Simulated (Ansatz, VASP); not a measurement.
## One calculation of Sr, two programs

```xyz
1
Lattice="0.0000 2.7990 2.9207 2.7990 0.0000 2.9207 2.7990 2.7990 0.0000" Properties=species:S:1:pos:R:3 pbc="T T T"
Sr    0.0000    0.0000    0.0000
```

Change from the starting cell: strain -0.080 along x and y, -0.040 along z, atoms carried along.

Alike in both runs: task single point; functional PBEsol; k mesh 10 × 10 × 10; occupations gaussian, width 0.03 eV; no spin polarisation.

|  | VASP | Ansatz |
| --- | --- | --- |
| version | VASP 6.6.1 | Ansatz 0.2.0 |
| potentials or method | VASP PAW PBE potentials, release 64 (Sr_sv) | scalar-relativistic, plane waves, PAW |
| plane-wave cutoff (eV) | 520 | 420 |
| valence electrons in the cell | 10 | 10 |

Ansatz gave:

* gap on the k mesh at the Fermi level (eV): none
* pressure (GPa): 1.9
* largest component of the traceless stress (GPa): 0.14

What did VASP give for the same quantities?

gap on the k mesh at the Fermi level (eV): none; pressure (GPa): 1.9; largest component of the traceless stress (GPa): 0.15.

A gap of «none» marks a metal or a gap that the smearing closes. The functional is the same, so the differences come from potentials, cutoffs and numerics.

Caveats: the PAW data sets were made with another functional, which shifts forces and pressure a little (VASP).
